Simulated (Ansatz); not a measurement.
A 12-atom cell of B (R-3m) from a materials database: a relaxation of cell and atoms in Ansatz (r2SCAN). The starting cell comes from a relaxation with PBE.

```yaml
crystal:
  lattice:
    - [2.4493160251, 1.4141132665, 4.1821054498]
    - [-2.4493160251, 1.4141132665, 4.1821054498]
    - [0.0, -2.8282265329, 4.1821054498]
  atoms:
    - { symbol: B, position: [0.0102798215, 0.6540682275, 0.0102798215] }
    - { symbol: B, position: [0.0102798215, 0.0102798215, 0.6540682275] }
    - { symbol: B, position: [0.6540682275, 0.0102798215, 0.0102798215] }
    - { symbol: B, position: [0.3459317725, 0.9897201785, 0.9897201785] }
    - { symbol: B, position: [0.9897201785, 0.3459317725, 0.9897201785] }
    - { symbol: B, position: [0.9897201785, 0.9897201785, 0.3459317725] }
    - { symbol: B, position: [0.2210320958, 0.6306173508, 0.2210320958] }
    - { symbol: B, position: [0.2210320958, 0.2210320958, 0.6306173508] }
    - { symbol: B, position: [0.6306173508, 0.2210320958, 0.2210320958] }
    - { symbol: B, position: [0.3693826492, 0.7789679042, 0.7789679042] }
    - { symbol: B, position: [0.7789679042, 0.3693826492, 0.7789679042] }
    - { symbol: B, position: [0.7789679042, 0.7789679042, 0.3693826492] }
kpoints:
  mp_grid: { grid: [6, 6, 6] }
hamiltonian:
  xc: r2scan
scf:
  occupations: { method: fermi_dirac, width: 0.02 }
relax:
  f_tol: 0.005
  cell: {}
output:
  write_density: true
  write_potential: true
  elf: true
  volumetric_format: npy
```

The trajectory has 5 recorded frames, each with positions in Å and forces in eV/Å. The last, and any step after a large change of cell, is solved on a basis re-selected at its cell; pressure is positive in compression.

Step 1: energy 0.0 meV/atom from step 1, largest force component 0.140 eV/Å, pressure -1.06 GPa
```xyz
12
Lattice="2.4493 1.4141 4.1821 -2.4493 1.4141 4.1821 0.0000 -2.8282 4.1821" Properties=species:S:1:pos:R:3:forces:R:3 pbc="T T T"
B    -1.5768    0.9104    2.8214   -0.0326    0.0188   -0.0330
B     0.0000   -1.8208    2.8214    0.0000   -0.0377   -0.0330
B     1.5768    0.9104    2.8214    0.0326    0.0188   -0.0330
B    -1.5768   -0.9104    9.7250   -0.0326   -0.0188    0.0330
B     1.5768   -0.9104    9.7250    0.0326   -0.0188    0.0330
B     0.0000    1.8208    9.7250    0.0000    0.0377    0.0330
B    -1.0032    0.5792    4.4861   -0.1212    0.0699   -0.0158
B     0.0000   -1.1584    4.4861    0.0000   -0.1399   -0.0158
B     1.0032    0.5792    4.4861    0.1212    0.0699   -0.0158
B    -1.0032   -0.5792    8.0602   -0.1212   -0.0699    0.0158
B     1.0032   -0.5792    8.0602    0.1212   -0.0699    0.0158
B     0.0000    1.1584    8.0602    0.0000    0.1399    0.0158
```

Q: Estimate where the relaxation ends.

A:
Step 2: energy -0.2 meV/atom from step 1, largest force component 0.080 eV/Å, pressure -0.56 GPa
```xyz
12
Lattice="2.4499 1.4145 4.1751 -2.4499 1.4145 4.1751 0.0000 -2.8289 4.1751" Properties=species:S:1:pos:R:3:forces:R:3 pbc="T T T"
B    -1.5784    0.9113    2.8152   -0.0173    0.0100    0.0006
B     0.0000   -1.8225    2.8152    0.0000   -0.0200    0.0006
B     1.5784    0.9113    2.8152    0.0173    0.0100    0.0006
B    -1.5784   -0.9113    9.7101   -0.0173   -0.0100   -0.0006
B     1.5784   -0.9113    9.7101    0.0173   -0.0100   -0.0006
B     0.0000    1.8225    9.7101    0.0000    0.0200   -0.0006
B    -1.0054    0.5805    4.4787   -0.0694    0.0400   -0.0077
B     0.0000   -1.1609    4.4787    0.0000   -0.0801   -0.0077
B     1.0054    0.5805    4.4787    0.0694    0.0400   -0.0077
B    -1.0054   -0.5805    8.0465   -0.0694   -0.0400    0.0077
B     1.0054   -0.5805    8.0465    0.0694   -0.0400    0.0077
B     0.0000    1.1609    8.0465    0.0000    0.0801    0.0077
```

Step 3: energy -0.3 meV/atom from step 1, largest force component 0.007 eV/Å, pressure +0.03 GPa
```xyz
12
Lattice="2.4490 1.4139 4.1722 -2.4490 1.4139 4.1722 0.0000 -2.8279 4.1722" Properties=species:S:1:pos:R:3:forces:R:3 pbc="T T T"
B    -1.5785    0.9114    2.8125    0.0018   -0.0010    0.0069
B     0.0000   -1.8227    2.8125    0.0000    0.0020    0.0069
B     1.5785    0.9114    2.8125   -0.0018   -0.0010    0.0069
B    -1.5785   -0.9114    9.7039    0.0018    0.0010   -0.0069
B     1.5785   -0.9114    9.7039   -0.0018    0.0010   -0.0069
B     0.0000    1.8227    9.7039    0.0000   -0.0020   -0.0069
B    -1.0072    0.5815    4.4756    0.0034   -0.0020    0.0022
B     0.0000   -1.1631    4.4756    0.0000    0.0039    0.0022
B     1.0072    0.5815    4.4756   -0.0034   -0.0020    0.0022
B    -1.0072   -0.5815    8.0409    0.0034    0.0020   -0.0022
B     1.0072   -0.5815    8.0409   -0.0034    0.0020   -0.0022
B     0.0000    1.1631    8.0409    0.0000   -0.0039   -0.0022
```

Step 4: energy -0.3 meV/atom from step 1, largest force component 0.002 eV/Å, pressure 0.00 GPa
```xyz
12
Lattice="2.4494 1.4142 4.1712 -2.4494 1.4142 4.1712 0.0000 -2.8283 4.1712" Properties=species:S:1:pos:R:3:forces:R:3 pbc="T T T"
B    -1.5788    0.9115    2.8121    0.0020   -0.0011   -0.0008
B     0.0000   -1.8230    2.8121    0.0000    0.0023   -0.0008
B     1.5788    0.9115    2.8121   -0.0020   -0.0011   -0.0008
B    -1.5788   -0.9115    9.7015    0.0020    0.0011    0.0008
B     1.5788   -0.9115    9.7015   -0.0020    0.0011    0.0008
B     0.0000    1.8230    9.7015    0.0000   -0.0023    0.0008
B    -1.0073    0.5816    4.4747   -0.0006    0.0004    0.0009
B     0.0000   -1.1632    4.4747    0.0000   -0.0007    0.0009
B     1.0073    0.5816    4.4747    0.0006    0.0004    0.0009
B    -1.0073   -0.5816    8.0389   -0.0006   -0.0004   -0.0009
B     1.0073   -0.5816    8.0389    0.0006   -0.0004   -0.0009
B     0.0000    1.1632    8.0389    0.0000    0.0007   -0.0009
```

Step 5: energy -0.3 meV/atom from step 1, largest force component 0.002 eV/Å, pressure 0.00 GPa
```xyz
12
Lattice="2.4494 1.4142 4.1712 -2.4494 1.4142 4.1712 0.0000 -2.8283 4.1712" Properties=species:S:1:pos:R:3:forces:R:3 pbc="T T T"
B    -1.5788    0.9115    2.8121    0.0020   -0.0011   -0.0008
B     0.0000   -1.8230    2.8121    0.0000    0.0023   -0.0008
B     1.5788    0.9115    2.8121   -0.0020   -0.0011   -0.0008
B    -1.5788   -0.9115    9.7015    0.0020    0.0011    0.0008
B     1.5788   -0.9115    9.7015   -0.0020    0.0011    0.0008
B     0.0000    1.8230    9.7015    0.0000   -0.0023    0.0008
B    -1.0073    0.5816    4.4747   -0.0006    0.0004    0.0009
B     0.0000   -1.1632    4.4747    0.0000   -0.0007    0.0009
B     1.0073    0.5816    4.4747    0.0006    0.0004    0.0009
B    -1.0073   -0.5816    8.0389   -0.0006   -0.0004   -0.0009
B     1.0073   -0.5816    8.0389    0.0006   -0.0004   -0.0009
B     0.0000    1.1632    8.0389    0.0000    0.0007   -0.0009
```

The walk took 4 steps and changed the volume by -0.3 %. The last SCF, on a fresh basis, lies 0.3 meV an atom below the first. Final cell: the symmetry is R-3m (No. 166, trigonal); conventional cell a = 4.899 Å, c = 12.514 Å, 7.22 Å³ an atom. Around B lie 6 B at 1.67–1.80 Å; around B lie 5 B at 1.77–1.80 Å.

Q: It ran on 1 × NVIDIA H100 80GB HBM3 with 2 threads of AMD EPYC 7R13 Processor (Zen 3) (shared host), load about 4.7 per core. About how long did it take, and how much host memory at the peak?

A: About 34 s, with a peak of 1.1 GiB.

Calculated for a static, non-magnetic cell.
